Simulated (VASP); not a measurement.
A run of VASP 6.6.1:

The input INCAR:

```
SYSTEM = H2C
ALGO = Normal
EDIFF = 1E-6
ENCUT = 400
GGA = RP
ISIF = 2
ISMEAR = 0
ISYM = 0
LASPH = .TRUE.
LCHARG = .FALSE.
LREAL = .FALSE.
LWAVE = .FALSE.
NELM = 60
PREC = Accurate
SIGMA = 0.01
```

KPOINTS

```
k-points
0
G
  1 1 1
  0 0 0
```

File POSCAR:

```
H2C                                     
1.0
   13.0146151263      0.0000000000      0.0000000000
    0.0000000000     13.5146151263      0.0000000000
    0.0000000000      0.0000000000     14.0146151263
  C               H             
     2     4
Selective dynamics
Direct
     0.5432027012999967    0.4875295362000003    0.4812177697999971   F   F   F
     0.4557463640286073    0.5202657865661985    0.5192355659677074   T   T   T
     0.5651186702230939    0.4096132336611897    0.4843618238086328   T   T   T
     0.5968691103297031    0.5371520237344053    0.4452231535384664   T   T   T
     0.4342162623295124    0.5983133022806838    0.5158786262629017   T   T   T
     0.4023410632690648    0.4702679784634422    0.5551685940794859   T   T   T
```

Potentials or basis: VASP PAW PBE potentials, release 64 (C, H).

Command:

```sh
$ cat potpaw_PBE.64/C/POTCAR potpaw_PBE.64/H/POTCAR > POTCAR
$ mpirun -np 4 vasp_gam > vasp.out
```

Hardware: 4 MPI ranks on Intel(R) Xeon(R) 6975P-C (Granite Rapids) (shared host).

Question: How long does it take, and how much memory?

Answer: It took 35 s on 4 MPI ranks on Intel(R) Xeon(R) 6975P-C (Granite Rapids) (shared host), peak memory 0.46 GiB a rank. Counts: scf iterations 24, k points 1.
